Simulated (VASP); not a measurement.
# I (Im-3m) in VASP: equation of state

How stiff is I in PBE, and what volume does it want? The cell is scaled to several volumes.

Everything below comes from runs of VASP 6.6.1. Logs are shortened: lines on timing, memory, paths and dates and some standing lists are left out, and cuts for length are marked.

### Step 1. The crystal as given

The structure is cubic, space group Im-3m (No. 229). Conventional cell: a = 4.179 Å, b = 4.179 Å, c = 4.179 Å, α = 90.00°, β = 90.00°, γ = 90.00°. I (site symmetry m-3m) has 8 I at 3.62 Å as nearest neighbours.

The real solid is made of molecules; this cell is a model form.

### Step 2. Equation of state, PBE, 34.30 Å³/atom (volume scaled by 0.94)

Contents of INCAR:

```
PREC = Accurate
ENCUT = 520
EDIFF = 1E-7
ISMEAR = -1
SIGMA = 0.05
LREAL = False
LASPH = True
NELM = 80
ALGO = Normal
ISIF = 2
LWAVE = False
LCHARG = False
GGA = PE
NBANDS = 10
```

Contents of KPOINTS:

```
regular mesh
0
Gamma
  9 9 9
```

Contents of POSCAR:

```
I
1.0
   -2.0467231592      2.0467231592      2.0467231592
    2.0467231592     -2.0467231592      2.0467231592
    2.0467231592      2.0467231592     -2.0467231592
I
1
Direct
    0.0000000000      0.0000000000      0.0000000000
```

Potentials or basis: VASP PAW PBE potentials, release 64 (I).

Run with:

```console
cat potpaw_PBE.64/I/POTCAR > POTCAR
mpirun -np 1 vasp_std > vasp.out
```

OUTCAR:

```text
PREC = Accurate
   ENCUT = 520
   EDIFF = 1E-7
   ISMEAR = -1
   LREAL = False
   LASPH = True
   NELM = 80
   ISIF = 2
   GGA = PE

 Found     35 irreducible k-points:

 Following reciprocal coordinates:
            Coordinates               Weight
  0.000000  0.000000  0.000000      1.000000
  0.111111  0.000000  0.000000     12.000000
  0.222222  0.000000  0.000000     12.000000
  0.333333  0.000000  0.000000     12.000000
  0.444444  0.000000  0.000000     12.000000
  0.111111  0.111111  0.000000     24.000000
   k-points           NKPTS =     35   k-points in BZ     NKDIM =     35   number of bands    NBANDS=     10
   number of dos      NEDOS =    301   number of ions     NIONS =      1
   total plane-waves  NPLWV =  21952
   dimension x,y,z NGX =    28 NGY =   28 NGZ =   28
   dimension x,y,z NGXF=    56 NGYF=   56 NGZF=   56
   ions per type =               1
   NGX,Y,Z   is equivalent  to a cutoff of  13.13, 13.13, 13.13 a.u.
   NGXF,Y,Z  is equivalent  to a cutoff of  26.26, 26.26, 26.26 a.u.
 SYSTEM =  unknown system
   PREC   = accura    normal or accurate (medium, high low for compatibility)
   ISTART =      0    job   : 0-new  1-cont  2-samecut
   ICHARG =      2    charge: 1-file 2-atom 10-const
   ISPIN  =      1    spin polarized calculation?
   LNONCOLLINEAR =      F non collinear calculations
   LSORBIT =      F    spin-orbit coupling
   LASPH  =      T    aspherical Exc in radial PAW
   ENCUT  =  520.0 eV  38.22 Ry    6.18 a.u.   6.59  6.59  6.59*2*pi/ulx,y,z
   NELM   =     80;   NELMIN=  2; NELMDL= -5     # of ELM steps
   EDIFF  = 0.1E-06   stopping-criterion for ELM
   LREAL  =      F    real-space projection
   EDIFFG = 0.1E-05   stopping-criterion for IOM
   NSW    =      0    number of steps for IOM
   IBRION =     -1    ionic relax: 0-MD 1-quasi-New 2-CG
   NFREE  =      0    steps in history (QN), initial steepest desc. (CG)
   ISIF   =      2    stress and relaxation
   ISYM   =      2    0-nonsym 1-usesym 2-fastsym
   POTIM  = 0.5000    time-step for ionic-motion
   TEBEG  =    0.0;   TEEND  =   0.0 temperature during run
   PSTRESS=    0.0 pullay stress
   NELECT =       7.0000    total number of electrons
   NUPDOWN=      -1.0000    fix difference up-down
   EMIN   =  10.00;   EMAX   =-10.00  energy-range for DOS
   EFERMI =   0.00;   METHOD = LEGACY
   ISMEAR =    -1;   SIGMA  =   0.05  broadening in eV -4-tet -1-fermi 0-gaus
   EFERMI_NEDOS =   21; number of points for ismear=-14 and -15
   IALGO  =     38    algorithm
   IMIX   =      4    mixing-type and parameters
     AMIX     =   0.40;   BMIX     =  1.00
     AMIX_MAG =   1.60;   BMIX_MAG =  1.00
  volume/ion in A,a.u.               =      34.30       231.44
  Fermi-wavevector in a.u.,A,eV,Ry     =   0.963892  1.821492 12.641009  0.929088
  Thomas-Fermi vector in A             =   2.093477
   LORBIT       =      0    0 simple, 1 ext, 2 COOP (PROOUT), +10 PAW based schemes
   GGA     = PE    functional components
   LHFCALC =     F    Hartree Fock is set to
   AEXX    =    0.0000 exact exchange contribution
   IVDW    =     0    specifies the selected vdW correction
   LEPSILON=     F    determine dielectric tensor
   LRPA    =     F    only Hartree local field effects (RPA)
 non-spin polarized calculation
  energy-cutoff  :      520.00
  volume of cell :       34.30
 maximum number of plane-waves:       943
   NGX = 13   NGY = 13   NGZ = 13

 number of electron       7.0000000 magnetization

 Free energy of the ion-electron system (eV)
  ---------------------------------------------------
  ext. energy  EPLUGINS =         0.00000000
  ---------------------------------------------------
  free energy    TOTEN  =        -1.04214040 eV

  energy without entropy =       -1.02344525  energy(sigma->0) =       -1.03279282

 E-fermi :   4.8707     XC(G=0):  -9.2009

 val. band max:        4.8632106929   @ k =  -0.4444   0.4444   0.1111
 cond. band min:       4.9265865279   @ k =  -0.3333   0.3333   0.1111
 fundamental gap:      0.0633758350
 Fermi energy:         4.8707148894

 k-point     1 :       0.0000    0.0000    0.0000
  band No.  band energies     occupation
      1      -8.7926      2.00000
      2       5.7840      0.00000
      3       5.7840      0.00000
      4       5.7840      0.00000
      5      12.0518      0.00000
      6      14.6472      0.00000
      7      14.6472      0.00000
      8      14.6472      0.00000
      9      16.9552      0.00000
     10      16.9552      0.00000

 k-point     2 :       0.1111    0.0000    0.0000
  band No.  band energies     occupation
      1      -8.6492      2.00000
      2       4.8574      1.13278
      3       5.5160      0.00000
      4       5.7433      0.00000
      5      12.6893      0.00000
      6      14.0173      0.00000
      7      14.3405      0.00000
      8      15.2915      0.00000
      9      16.0764      0.00000
     10      16.3634      0.00000

 k-point     3 :       0.2222    0.0000    0.0000
  band No.  band energies     occupation
      1      -8.2491      2.00000
      2       3.0550      2.00000
      3       4.9343      0.43823
      4       5.6368      0.00000
      5      12.0962      0.00000
      6      13.0673      0.00000
      7      15.2676      0.00000
      8      16.1445      0.00000
      9      16.9473      0.00000
     10      16.9928      0.00000

 k-point     4 :       0.3333    0.0000    0.0000
  band No.  band energies     occupation
      1      -7.7045      2.00000
      2       1.3535      2.00000
      3       4.3855      1.99988
      4       5.5107      0.00001
      5      11.1250      0.00000
      6      12.3585      0.00000
      7      16.5035      0.00000
      8      16.5540      0.00000
      9      18.8846      0.00000
     10      19.3756      0.00000

 k-point     5 :       0.4444    0.0000    0.0000
  band No.  band energies     occupation
      1      -7.2680      2.00000
      2       0.2922      2.00000
      3       4.0715      2.00000
      4       5.4263      0.00003
      5      10.6095      0.00000
      6      11.9928      0.00000
      7      17.4402      0.00000
      8      17.7853      0.00000
      9      19.1526      0.00000
     10      19.5006      0.00000

 k-point     6 :       0.1111    0.1111    0.0000
  band No.  band energies     occupation
      1      -8.3769      2.00000
      2       3.6287      2.00000
      3       5.1201      0.01356
      4       5.4959      0.00001
      5      12.8827      0.00000
      6      13.4651      0.00000
      7      14.1493      0.00000
      8      15.5669      0.00000
      9      16.8518      0.00000
     10      17.2465      0.00000

 [... further k-points ...]

------------------------ aborting loop because EDIFF is reached ----------------------------------------

  FORCE on cell =-STRESS in cart. coord.  units (eV):
  Direction    XX          YY          ZZ          XY          YZ          ZX
  --------------------------------------------------------------------------------------
  -------------------------------------------------------------------------------------
  Total        0.3061803      0.3061803      0.3061803     -0.0000000      0.0000000     -0.0000000
  in kB       14.3037723     14.3037723     14.3037723     -0.0000000      0.0000000     -0.0000000
  external PRESSURE =      14.3037723 kB  Pullay stress =       0.0000000 kB

 VOLUME and BASIS-vectors are now :
 -----------------------------------------------------------------------------
  energy-cutoff  :      520.00
  volume of cell :       34.30
      direct lattice vectors                 reciprocal lattice vectors
    -2.046723159  2.046723159  2.046723159     0.000000000  0.244292931  0.244292931
     2.046723159 -2.046723159  2.046723159     0.244292931  0.000000000  0.244292931
     2.046723159  2.046723159 -2.046723159     0.244292931  0.244292931  0.000000000

 POSITION                                       TOTAL-FORCE (eV/Angst)
 -----------------------------------------------------------------------------------
      0.00000      0.00000      0.00000        -0.000000      0.000000      0.000000
 -----------------------------------------------------------------------------------
    total drift:                                0.000000      0.000000     -0.000000

  FREE ENERGIE OF THE ION-ELECTRON SYSTEM (eV)
  ---------------------------------------------------
  free  energy   TOTEN  =        -1.0421403982 eV

  energy  without entropy=       -1.0234452500  energy(sigma->0) =       -1.03279282
```

Run time: 5.7 s. Hardware: 1 thread of AMD EPYC 9R45 (Zen 5), shared host; peak memory 0.12 GiB.

Results:

```
Free energy            : -1.0421 eV
Pressure               : 1.4 GPa
Band gap on the k mesh : none (metal or under the smearing width)
```

Caveat: an odd number of electrons without spin polarisation forces a metal; a magnetic or distorted state may lie lower.

### Step 3. Equation of state, PBE, 35.03 Å³/atom (volume scaled by 0.96)

Contents of INCAR:

```
SYSTEM = I
PREC     = Accurate       ! precision mode
ENCUT    = 520            ! plane-wave cutoff, eV
EDIFF    = 1E-7           ! SCF threshold, eV
ISMEAR   = -1             ! smearing method
SIGMA    = 0.05           ! smearing width, eV
LREAL    = .False.        ! projectors in reciprocal space
LASPH    = .True.         ! aspherical terms in the spheres
NELM     = 100            ! most SCF steps
ALGO     = Normal         ! electronic algorithm
ISIF     = 2              ! what is computed and relaxed
LWAVE    = .False.        ! write WAVECAR
LCHARG   = .False.        ! write CHGCAR
GGA      = PE             ! functional
NBANDS   = 10             ! bands
```

Contents of KPOINTS:

```
regular mesh
0
Gamma
  9 9 9
  0 0 0
```

Contents of POSCAR:

```
I
1.0
   -2.0611371774      2.0611371774      2.0611371774
    2.0611371774     -2.0611371774      2.0611371774
    2.0611371774      2.0611371774     -2.0611371774
I
1
Direct
    0.0000000000      0.0000000000      0.0000000000
```

Potentials or basis: VASP PAW PBE potentials, release 64 (I).

Run with:

```console
cat potpaw_PBE.64/I/POTCAR > POTCAR
mpirun -np 1 vasp_std > vasp.out
```

Run time: 5.7 s. Hardware: 1 thread of AMD EPYC 9R45 (Zen 5), shared host; peak memory 0.13 GiB.

It converged, with:

```
Free energy            : -1.0473 eV
Pressure               : 0.8 GPa
Band gap on the k mesh : none (metal or under the smearing width)
```

Caveat: an odd number of electrons without spin polarisation forces a metal; a magnetic or distorted state may lie lower.

### Step 4. Equation of state, PBE, 35.75 Å³/atom (volume scaled by 0.98)

Contents of INCAR:

```
PREC = Accurate
ENCUT = 520
EDIFF = 1E-7
ISMEAR = -1
SIGMA = 0.05
LREAL = False
LASPH = True
NELM = 60
ALGO = Normal
ISIF = 2
LWAVE = False
LCHARG = False
GGA = PE
NBANDS = 10
```

Contents of KPOINTS:

```
Automatic mesh
0
Gamma
  9 9 9
```

Contents of POSCAR:

```
I
1.0
   -2.0753523658      2.0753523658      2.0753523658
    2.0753523658     -2.0753523658      2.0753523658
    2.0753523658      2.0753523658     -2.0753523658
I
1
Direct
    0.0000000000      0.0000000000      0.0000000000
```

Run with:

```console
cat potpaw_PBE.64/I/POTCAR > POTCAR
mpirun -np 1 vasp_std > vasp.out
```

Run time: 5.9 s. Hardware: 1 thread of AMD EPYC 9R45 (Zen 5), shared host; peak memory 0.13 GiB.

Results (log left out):

* Free energy: -1.0498 eV
* Pressure: 0.3 GPa
* Band gap on the k mesh: none (metal or under the smearing width)

Caveat: an odd number of electrons without spin polarisation forces a metal; a magnetic or distorted state may lie lower.

### Step 5. Equation of state, PBE, 37.21 Å³/atom (volume scaled by 1.02)

Contents of INCAR:

```
SYSTEM = I
ALGO     = Normal         ! electronic algorithm
EDIFF    = 1E-7           ! SCF threshold, eV
ENCUT    = 520            ! plane-wave cutoff, eV
GGA      = PE             ! functional
ISIF     = 2              ! what is computed and relaxed
ISMEAR   = -1             ! smearing method
LASPH    = .True.         ! aspherical terms in the spheres
LCHARG   = .False.        ! write CHGCAR
LREAL    = .False.        ! projectors in reciprocal space
LWAVE    = .False.        ! write WAVECAR
NBANDS   = 10             ! bands
NELM     = 100            ! most SCF steps
PREC     = Accurate       ! precision mode
SIGMA    = 0.05           ! smearing width, eV
```

Contents of KPOINTS:

```
k-points
0
Gamma
  9 9 9
  0 0 0
```

Contents of POSCAR:

```
I
1.0
   -2.1032127690      2.1032127690      2.1032127690
    2.1032127690     -2.1032127690      2.1032127690
    2.1032127690      2.1032127690     -2.1032127690
I
1
Direct
    0.0000000000      0.0000000000      0.0000000000
```

Run with:

```console
cat potpaw_PBE.64/I/POTCAR > POTCAR
mpirun -np 1 vasp_std > vasp.out
```

Run time: 6 s. Hardware: 1 thread of AMD EPYC 9R45 (Zen 5), shared host; peak memory 0.13 GiB.

Results (log left out):

| Item | Value |
| --- | --- |
| Free energy | -1.0483 eV |
| Pressure | -0.6 GPa |
| Band gap on the k mesh | none (metal or under the smearing width) |

Caveat: an odd number of electrons without spin polarisation forces a metal; a magnetic or distorted state may lie lower.

### Step 6. Equation of state, PBE, 37.94 Å³/atom (volume scaled by 1.04)

Contents of INCAR:

```
SYSTEM = I
  ALGO = Normal
  EDIFF = 1E-7
  ENCUT = 520
  GGA = PE
  ISIF = 2
  ISMEAR = -1
  LASPH = .True.
  LCHARG = .False.
  LREAL = .False.
  LWAVE = .False.
  NBANDS = 10
  NELM = 60
  PREC = Accurate
  SIGMA = 0.05
```

KPOINTS is that of step 5.

Contents of POSCAR:

```
I
1.0
   -2.1168703775      2.1168703775      2.1168703775
    2.1168703775     -2.1168703775      2.1168703775
    2.1168703775      2.1168703775     -2.1168703775
I
1
Direct
    0.0000000000      0.0000000000      0.0000000000
```

Potentials or basis: VASP PAW PBE potentials, release 64 (I).

Run with:

```console
cat potpaw_PBE.64/I/POTCAR > POTCAR
mpirun -np 1 vasp_std > vasp.out
```

Wall time 5.9 s (1 thread of AMD EPYC 9R45 (Zen 5), shared host); peak memory 0.13 GiB.

The run converged. Its results:

| Item | Value |
| --- | --- |
| Free energy | -1.0448 eV |
| Pressure | -0.9 GPa |
| Band gap on the k mesh | none (metal or under the smearing width) |

Caveat: an odd number of electrons without spin polarisation forces a metal; a magnetic or distorted state may lie lower.

### Step 7. Equation of state, PBE, 38.67 Å³/atom (volume scaled by 1.06)

Contents of INCAR:

```
SYSTEM = I
PREC     = Accurate       ! precision mode
ENCUT    = 520            ! plane-wave cutoff, eV
EDIFF    = 1E-7           ! SCF threshold, eV
ISMEAR   = -1             ! smearing method
SIGMA    = 0.05           ! smearing width, eV
LREAL    = .False.        ! projectors in reciprocal space
LASPH    = .True.         ! aspherical terms in the spheres
NELM     = 60             ! most SCF steps
ALGO     = Normal         ! electronic algorithm
ISIF     = 2              ! what is computed and relaxed
LWAVE    = .False.        ! write WAVECAR
LCHARG   = .False.        ! write CHGCAR
GGA      = PE             ! functional
NBANDS   = 10             ! bands
```

Contents of KPOINTS:

```
Automatic mesh
0
Gamma
  9 9 9
  0 0 0
```

Contents of POSCAR:

```
I
1.0
   -2.1303539918      2.1303539918      2.1303539918
    2.1303539918     -2.1303539918      2.1303539918
    2.1303539918      2.1303539918     -2.1303539918
I
1
Direct
    0.0000000000      0.0000000000      0.0000000000
```

Run with:

```console
cat potpaw_PBE.64/I/POTCAR > POTCAR
mpirun -np 1 vasp_std > vasp.out
```

Wall time 6.1 s (1 thread of AMD EPYC 9R45 (Zen 5), shared host); peak memory 0.13 GiB.

The run converged. Its results:

```yaml
Free_energy: -1.0398 eV
Pressure: -1.3 GPa
Band_gap_on_the_k_mesh: none (metal or under the smearing width)
```

Caveat: an odd number of electrons without spin polarisation forces a metal; a magnetic or distorted state may lie lower.

### Step 8. Equation of state, PBE

Potentials or basis: VASP PAW PBE potentials, release 64 (I).

No new run: the results of the series are fitted here.

Results:

* Equilibrium volume: 36.20 Å³/atom
* Bulk modulus: 23 GPa
* Pressure derivative of the bulk modulus: 5.6

Energy against volume, from the lowest point:
```tsv
volume (Å³/atom)	energy (meV/atom)
34.296	7.90
35.025	2.78
35.755	0.25
36.485	0.00
37.214	1.75
37.944	5.24
38.674	10.25
```
